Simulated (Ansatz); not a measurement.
Two Ansatz runs on Li

The structure comes from a relaxation in the same program, started in the hcp type. Whether it is a known phase or the ground state wasn't checked. The listed cell was then made from it by scaling, straining or moving an atom.

First run: DFT, LDA, all-electron LAPW, scalar-relativistic (Ansatz 0.2.0).

Command: `ansatz run input.yaml --threads 1 --pin off --max-ram 2048MiB --backend cpu --events-out ev --progress --plain --runs-dir out` The run took 5.3 s on 1 thread of Intel(R) Xeon(R) Platinum 8488C (Sapphire Rapids), on a shared host.

```yaml
crystal:
  lattice:
    - [3.0946155067, 0.0, 0.0]
    - [-1.5473077534, 2.6800156438, 0.0]
    - [0.0, 0.0, 5.0609352817]
  atoms:
    - { symbol: Li, position: [0.3333333333, 0.6666666667, 0.25] }
    - { symbol: Li, position: [0.6666666667, 0.3333333333, 0.75] }
kpoints:
  mp_grid: { grid: [16, 16, 9] }
scf:
  occupations: { method: fermi_dirac, width: 0.05 }
hamiltonian:
  xc: lda
  pseudopotentials: { kind: all_electron, lapw: { basis_error: 0.00025 } }
output:
  forces: true
  stress: true
  eigenvalues: true
```

Result: converged; pressure -1.28 GPa; no gap on the k mesh; 4 SCF iterations.

The input is then changed:

```diff
@@ -10,5 +10,6 @@
   mp_grid: { grid: [16, 16, 9] }
 scf:
-  occupations: { method: fermi_dirac, width: 0.05 }
+  occupations: { method: tetrahedron_uncorrected }
+  convergence: { dr2_threshold: 1.0e-09 }
 hamiltonian:
   xc: lda
```

**Question.** Predict the outcome of the changed run.

**Answer.** It converged; energy at zero smearing +19.9 meV/atom from the first run; pressure -1.25 GPa; no gap on the k mesh; 5 SCF iterations.
